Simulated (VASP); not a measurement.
BaHfO₃ in VASP 6.6.1, single-point calculation

INCAR

```
LCHARG = .FALSE.
PREC = Accurate
ISMEAR = -1
IBRION = -1
NELM = 120
ENCUT = 520
SIGMA = 0.2
NSW = 0
LREAL = .FALSE.
EDIFF = 1E-7
LASPH = .TRUE.
GGA = PE
ISIF = 2
NBANDS = 27
LWAVE = .FALSE.
```

KPOINTS

```
KPOINTS created by Atomic Simulation Environment
0
Gamma
6 6 6
0 0 0
```

POSCAR

```
Ba Hf O
 1.0000000000000000
     4.3023705339999996    0.0000000000000000    0.0000000000000000
     0.0000000000000000    4.3023705339999996    0.0000000000000000
     0.0000000000000000    0.0000000000000000    4.3023705339999996
 Ba  Hf  O
   1   1   3
Cartesian
  0.0000000000000000  0.0000000000000000  0.0000000000000000
  2.1511852669999998  2.1511852669999998  2.1511852669999998
  2.1511852669999998  2.1511852669999998  0.0000000000000000
  2.1511852669999998  0.0000000000000000  2.1511852669999998
  0.0000000000000000  2.1511852669999998  2.1511852669999998
```

The recommended PBE PAW datasets give the neutral cell 38 valence electrons.

Command

```
mpirun -np 1 vasp_std
```

Task: How does this run end, and what does it give?

Result: It converged. Results: gap between bands v and c on the k mesh 3.39 eV; least direct gap on the k mesh 3.69 eV; pressure -9.7 GPa. Band v is the last that the valence electrons fill when counted band by band, and c is the next.

OSZICAR

```
N       E                     dE             d eps       ncg     rms          rms(c)
DAV:   1     0.216619583824E+03    0.21662E+03   -0.20641E+04  1080   0.135E+03
DAV:   2    -0.374376299267E+02   -0.25406E+03   -0.24468E+03  1326   0.312E+02
DAV:   3    -0.504530073061E+02   -0.13015E+02   -0.12950E+02  1425   0.669E+01
DAV:   4    -0.506485828762E+02   -0.19558E+00   -0.19538E+00  1516   0.757E+00
DAV:   5    -0.506522813969E+02   -0.36985E-02   -0.36983E-02  1433   0.704E-01    0.484E+01
DAV:   6    -0.436698621148E+02    0.69824E+01   -0.36416E+01  1242   0.315E+01    0.443E+01
DAV:   7    -0.434404735463E+02    0.22939E+00   -0.20699E+00  1387   0.850E+00    0.312E+01
DAV:   8    -0.434234728844E+02    0.17001E-01   -0.62180E-01  1260   0.568E+00    0.907E+00
DAV:   9    -0.433860212287E+02    0.37452E-01   -0.12525E-01  1229   0.230E+00    0.213E+00
DAV:  10    -0.433864475564E+02   -0.42633E-03   -0.10260E-02  1439   0.612E-01    0.101E+00
DAV:  11    -0.433862210488E+02    0.22651E-03   -0.80338E-04  1355   0.167E-01    0.246E-01
DAV:  12    -0.433862662037E+02   -0.45155E-04   -0.97153E-05  1351   0.604E-02    0.902E-02
DAV:  13    -0.433862734931E+02   -0.72893E-05   -0.12827E-05  1417   0.215E-02    0.761E-03
DAV:  14    -0.433862736533E+02   -0.16021E-06   -0.10503E-06  1319   0.624E-03    0.553E-03
DAV:  15    -0.433862735831E+02    0.70219E-07   -0.28383E-07  1340   0.313E-03
   1 F= -.43386274E+02 E0= -.43386160E+02  d E =-.227357E-03
```

For comparison, a separate PBE run of the intended cell, on usual settings and not on those above, gives a gap of 3.39 eV on its mesh and a pressure of -9.7 GPa.
